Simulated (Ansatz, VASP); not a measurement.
Ta: VASP beside Ansatz

```
Ta
1.0
    -1.56872    1.56872    1.73384
     1.56872   -1.56872    1.73384
     1.56872    1.56872   -1.73384
Ta
1
Cartesian
  0.0000 0.0000 0.0000
```

Change from the starting cell: strain -0.050 along x and y, +0.050 along z, atoms carried along.

Alike in both runs: task single point; functional PBEsol; k mesh 20 × 20 × 20; occupations gaussian, width 0.15 eV; no spin polarisation.

|  | VASP | Ansatz |
| --- | --- | --- |
| version | VASP 6.6.1 | Ansatz 0.2.0 |
| potentials or method | VASP PAW PBE potentials, release 64 (Ta_pv) | scalar-relativistic, plane waves, PAW |
| plane-wave cutoff (eV) | 520 | 420 |
| valence electrons in the cell | 11 | 13 |

Ansatz gave:

| Quantity | Value |
| --- | --- |
| gap on the k mesh at the Fermi level (eV) | none |
| pressure (GPa) | 8.6 |
| largest component of the traceless stress (GPa) | 7.94 |

Question: Estimate VASP's values.

Answer: gap on the k mesh at the Fermi level (eV): none; pressure (GPa): 8.8; largest component of the traceless stress (GPa): 7.93.

A gap of «none» marks a metal or a gap that the smearing closes. The two sets of potentials don't hold the same shells in valence.

Caveats: the PAW data sets were made with another functional, which shifts forces and pressure a little (VASP). Spin-orbit coupling is left out, which matters for the levels of Ta.
